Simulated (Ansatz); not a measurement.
Rock-salt NaBr, treated with r²SCAN (plane waves, PAW; Ansatz, an electronic-structure program).

Numerical settings: plane-wave cutoff 500 eV, 10×10×10 k mesh, gaussian smearing 0.02 eV, scalar-relativistic PAW data made under PBE.

Cell (relaxed at this level):

```xyz
2
Lattice="0.0000 2.9738 2.9738 2.9738 0.0000 2.9738 2.9738 2.9738 0.0000" Properties=species:S:1:pos:R:3 pbc="T T T"
Na     0.0000     0.0000     0.0000
Br     2.9738     2.9738     2.9738
```

Question: What does this level give for the band gap?

Answer: 
- band gap: 4.98 eV (on the SCF k mesh)

Measured, for comparison: band gap 7.1 eV (temperature not stated, no zero-point or thermal correction; as tabulated in Aguado et al. (1998), arXiv:cond-mat/9809176).

Spin–orbit coupling is not included.

The result took roughly 23 core-seconds.
